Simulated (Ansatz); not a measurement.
## LDA, PBE, PBEsol and r²SCAN on InSb

```
In Sb
1.0
     0.00000    3.23910    3.23910
     3.23910    0.00000    3.23910
     3.23910    3.23910    0.00000
In Sb
1 1
Direct
  0.00000 0.00000 0.00000
  0.75000 0.75000 0.75000
```

Atoms are numbered in the order listed.

The cell is COD entry 9008853, as deposited and not checked against the literature; nothing was relaxed.

No spin–orbit coupling, which matters for the heavy atoms here.

One fixed cell is solved with several functionals by PAW (frozen-core files) in Ansatz 0.2.0, scalar-relativistically. A positive pressure means that the functional wants a larger cell.

The PAW files were made with PBE; their cores are remade for each functional.

The runs use a Γ-centred 10×10×10 k mesh, Fermi–Dirac smearing of 0.03 eV, cutoff 420 eV, no spin polarisation.

Cutoffs: PBE 420 eV, LDA 420 eV, PBEsol 420 eV, r²SCAN 500 eV.

Gaps under 0.4 eV may close at points that the mesh misses.

```tsv
setting	P (GPa)	gap over the k mesh and a high-symmetry path (eV)	lowest level at Γ above −25 eV, from the valence-band top or, without a gap, the Fermi level (eV)
PBE	3.15	none	-14.62
LDA	-0.59	none	-14.56
PBEsol	0.84	none	-14.57
r²SCAN	1.69	0.24	-15.13
```
